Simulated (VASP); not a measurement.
# Pb (C2/m) in VASP: notebook

Runs on Pb. Level: LDA. Tasks: single point.

Program: VASP 6.6.1. These are calculated values, not measurements. Logs are shortened: lines on timing, memory, paths and dates and some standing lists are left out, and cuts for length are marked.

## Step 1: The crystal as given

The structure is monoclinic, space group C2/m (No. 12). Conventional cell: a = 6.077 Å, b = 3.501 Å, c = 6.452 Å, α = 90.00°, β = 109.14°, γ = 90.00°. Around Pb (site symmetry m) lie 10 Pb at 3.34 to 3.51 Å.

This isn't the form of Pb at room conditions, which is fcc.

## Step 2: Single point, LDA

INCAR

```
SYSTEM = Pb
ADDGRID = .True. ; ALGO = Normal
EDIFF = 1E-6 ; ENCUT = 460
GGA = CA ; ISIF = 2
ISMEAR = 1 ; LASPH = .True.
LCHARG = .False. ; LREAL = .False.
LWAVE = .False. ; NELM = 100
PREC = Accurate ; SIGMA = 0.2
```

KPOINTS

```
k-points
0
Gamma
  14 14 7
  0 0 0
```

POSCAR

```
Pb
1.0
    3.0386068135     -1.7503199600      0.0000000000
    3.0386068135      1.7503199600      0.0000000000
   -2.1154626375      0.0000000000      6.0952248674
Pb
2
Direct
    0.9085084100      0.9085084100      0.7262922000
    0.0914915900      0.0914915900      0.2737078000
```

Potentials or basis: VASP PAW LDA potentials, release 64 (Pb_d).

The run is started by

```sh
$ cat potpaw_LDA.64/Pb_d/POTCAR > POTCAR
$ mpirun -np 1 vasp_std > vasp.out
```

OUTCAR:

```text
SYSTEM = Pb
   EDIFF = 1E-6
   ENCUT = 460
   GGA = CA
   ISIF = 2
   ISMEAR = 1
   LASPH = .True.
   LREAL = .False.
   NELM = 100
   PREC = Accurate

 Found    372 irreducible k-points:

 Following reciprocal coordinates:
            Coordinates               Weight
  0.000000  0.000000  0.000000      1.000000
  0.071429 -0.000000 -0.000000      4.000000
  0.142857  0.000000 -0.000000      4.000000
  0.214286  0.000000 -0.000000      4.000000
  0.285714  0.000000  0.000000      4.000000
  0.357143  0.000000 -0.000000      4.000000
   k-points           NKPTS =    372   k-points in BZ     NKDIM =    372   number of bands    NBANDS=     18
   number of dos      NEDOS =    301   number of ions     NIONS =      2
   total plane-waves  NPLWV =  37632
   dimension x,y,z NGX =    28 NGY =   28 NGZ =   48
   dimension x,y,z NGXF=    56 NGYF=   56 NGZF=   96
   ions per type =               2
   NGX,Y,Z   is equivalent  to a cutoff of  13.27, 13.27, 12.37 a.u.
   NGXF,Y,Z  is equivalent  to a cutoff of  26.55, 26.55, 24.74 a.u.
 SYSTEM =  Pb
   PREC   = accura    normal or accurate (medium, high low for compatibility)
   ISTART =      0    job   : 0-new  1-cont  2-samecut
   ICHARG =      2    charge: 1-file 2-atom 10-const
   ISPIN  =      1    spin polarized calculation?
   LNONCOLLINEAR =      F non collinear calculations
   LSORBIT =      F    spin-orbit coupling
   LASPH  =      T    aspherical Exc in radial PAW
   ENCUT  =  460.0 eV  33.81 Ry    5.81 a.u.   6.13  6.13 11.28*2*pi/ulx,y,z
   NELM   =    100;   NELMIN=  2; NELMDL= -5     # of ELM steps
   EDIFF  = 0.1E-05   stopping-criterion for ELM
   LREAL  =      F    real-space projection
   EDIFFG = 0.1E-04   stopping-criterion for IOM
   NSW    =      0    number of steps for IOM
   IBRION =     -1    ionic relax: 0-MD 1-quasi-New 2-CG
   NFREE  =      0    steps in history (QN), initial steepest desc. (CG)
   ISIF   =      2    stress and relaxation
   ISYM   =      2    0-nonsym 1-usesym 2-fastsym
   POTIM  = 0.5000    time-step for ionic-motion
   TEBEG  =    0.0;   TEEND  =   0.0 temperature during run
   PSTRESS=    0.0 pullay stress
   NELECT =      28.0000    total number of electrons
   NUPDOWN=      -1.0000    fix difference up-down
   EMIN   =  10.00;   EMAX   =-10.00  energy-range for DOS
   EFERMI =   0.00;   METHOD = LEGACY
   ISMEAR =     1;   SIGMA  =   0.20  broadening in eV -4-tet -1-fermi 0-gaus
   EFERMI_NEDOS =   21; number of points for ismear=-14 and -15
   IALGO  =     38    algorithm
   IMIX   =      4    mixing-type and parameters
     AMIX     =   0.40;   BMIX     =  1.00
     AMIX_MAG =   1.60;   BMIX_MAG =  1.00
  volume/ion in A,a.u.               =      32.42       218.77
  Fermi-wavevector in a.u.,A,eV,Ry     =   1.237438  2.338420 20.833975  1.531254
  Thomas-Fermi vector in A             =   2.372006
   LORBIT       =      0    0 simple, 1 ext, 2 COOP (PROOUT), +10 PAW based schemes
   GGA     = CA    functional components
   LHFCALC =     F    Hartree Fock is set to
   AEXX    =    0.0000 exact exchange contribution
   IVDW    =     0    specifies the selected vdW correction
   LEPSILON=     F    determine dielectric tensor
   LRPA    =     F    only Hartree local field effects (RPA)
 non-spin polarized calculation
 Methfessel and Paxton  Order N= 1 SIGMA  =   0.20
  energy-cutoff  :      460.00
  volume of cell :       64.84
 maximum number of plane-waves:      1472
 NGX is ok and might be reduce to    28
   NGX = 13   NGY = 13   NGZ = 23

 number of electron      28.0000000 magnetization

 Free energy of the ion-electron system (eV)
  ---------------------------------------------------
  ext. energy  EPLUGINS =         0.00000000
  ---------------------------------------------------
  free energy    TOTEN  =        -8.32439626 eV

  energy without entropy =       -8.32517576  energy(sigma->0) =       -8.32465610

 E-fermi :   6.2603     XC(G=0): -10.0938

 val. band max:        6.2560039141   @ k =  -0.4286   0.5000   0.4286
 cond. band min:       6.2616464785   @ k =   0.1429   0.0000   0.4286
 fundamental gap:      0.0056425645
 Fermi energy:         6.2602943162

 k-point     1 :       0.0000    0.0000    0.0000
  band No.  band energies     occupation
      1     -10.8261      2.00000
      2     -10.7160      2.00000
      3     -10.7153      2.00000
      4     -10.7124      2.00000
      5     -10.7121      2.00000
      6     -10.6890      2.00000
[... 10 lines left out ...]
     17      12.6935      0.00000
     18      12.8070      0.00000

 k-point     2 :       0.0714   -0.0000   -0.0000
  band No.  band energies     occupation
      1     -10.8214      2.00000
      2     -10.7212      2.00000
      3     -10.7153      2.00000
      4     -10.7048      2.00000
      5     -10.7022      2.00000
      6     -10.6747      2.00000
[... 10 lines left out ...]
     17      12.6706      0.00000
     18      12.7898      0.00000

 k-point     3 :       0.1429    0.0000   -0.0000
  band No.  band energies     occupation
      1     -10.8095      2.00000
      2     -10.7362      2.00000
      3     -10.7236      2.00000
      4     -10.6761      2.00000
      5     -10.6703      2.00000
      6     -10.6481      2.00000
[... 10 lines left out ...]
     17      12.4146      0.00000
     18      12.6645      0.00000

 k-point     4 :       0.2143    0.0000   -0.0000
  band No.  band energies     occupation
      1     -10.7988      2.00000
      2     -10.7535      2.00000
      3     -10.7350      2.00000
      4     -10.6642      2.00000
      5     -10.6434      2.00000
      6     -10.6251      2.00000
[... 10 lines left out ...]
     17      11.8021      0.00000
     18      12.6116      0.00000

 k-point     5 :       0.2857    0.0000    0.0000
  band No.  band energies     occupation
      1     -10.8035      2.00000
      2     -10.7667      2.00000
      3     -10.7426      2.00000
      4     -10.7020      2.00000
      5     -10.6327      2.00000
      6     -10.5773      2.00000
[... 10 lines left out ...]
     17      11.1816      0.00000
     18      12.3005      0.00000

 k-point     6 :       0.3571    0.0000   -0.0000
  band No.  band energies     occupation
      1     -10.8197      2.00000
      2     -10.7798      2.00000
      3     -10.7526      2.00000
      4     -10.7264      2.00000
      5     -10.6362      2.00000
      6     -10.5469      2.00000
[... 10 lines left out ...]
     17      10.6776      0.00000
     18      11.3510      0.00000

 [... further k-points ...]

------------------------ aborting loop because EDIFF is reached ----------------------------------------

  FORCE on cell =-STRESS in cart. coord.  units (eV):
  Direction    XX          YY          ZZ          XY          YZ          ZX
  --------------------------------------------------------------------------------------
  -------------------------------------------------------------------------------------
  Total       -1.3214428     -1.3502543     -0.9332943      0.0000000      0.0000000      0.0140022
  in kB      -32.6548176    -33.3667936    -23.0630922      0.0000000      0.0000000      0.3460153
  external PRESSURE =     -29.6949011 kB  Pullay stress =       0.0000000 kB

 VOLUME and BASIS-vectors are now :
 -----------------------------------------------------------------------------
  energy-cutoff  :      460.00
  volume of cell :       64.84
      direct lattice vectors                 reciprocal lattice vectors
     3.038606813 -1.750319960  0.000000000     0.164549095 -0.285662057  0.057109864
     3.038606813  1.750319960  0.000000000     0.164549095  0.285662057  0.057109864
    -2.115462637  0.000000000  6.095224867     0.000000000  0.000000000  0.164062856

 POSITION                                       TOTAL-FORCE (eV/Angst)
 -----------------------------------------------------------------------------------
      3.98476      0.00000      4.42691         0.016317      0.000000     -0.079307
     -0.02300      0.00000      1.66831        -0.016317      0.000000      0.079307
 -----------------------------------------------------------------------------------
    total drift:                                0.000000      0.000000     -0.000000

  FREE ENERGIE OF THE ION-ELECTRON SYSTEM (eV)
  ---------------------------------------------------
  free  energy   TOTEN  =        -8.3243962620 eV

  energy  without entropy=       -8.3251757649  energy(sigma->0) =       -8.32465610
```

Run time: 1.7 min. Hardware: 1 thread of Intel Xeon 6975P-C (Granite Rapids), shared host; peak memory 0.48 GiB.

These settings aren't checked as converged: the numbers below hold their error.

Results:

* Free energy: -8.3244 eV
* Pressure: -3.0 GPa
* Largest force: 0.081 eV/Å
* Band gap on the k mesh: none (metal or under the smearing width)

## Step 3: Single point, LDA

INCAR is that of step 2.

KPOINTS is that of step 2.

POSCAR

```
Pb
1.0
    3.0386068135     -1.7503199600      0.0000000000
    3.0386068135      1.7503199600      0.0000000000
   -2.1154626375      0.0000000000      6.0952248674
Pb
2
Direct
    0.9226740000      0.9042520000      0.7213670000
    0.1042030000      0.0659440000      0.2801110000
```

Potentials or basis: VASP PAW LDA potentials, release 64 (Pb_d).

The run is started by

```sh
$ cat potpaw_LDA.64/Pb_d/POTCAR > POTCAR
$ mpirun -np 1 vasp_std > vasp.out
```

Run time: 3.1 min. Hardware: 1 thread of Intel Xeon 6975P-C (Granite Rapids), shared host; peak memory 0.69 GiB.

The run converged, but some of its settings lie outside the range that counts as converged, so its numbers aren't taken as properties of the crystal.

What came out:

```
Free energy            : -8.3250 eV
Pressure               : -2.6 GPa
Largest force          : 0.076 eV/Å
Band gap on the k mesh : none (metal or under the smearing width)
```

[end of part 1 of 2]
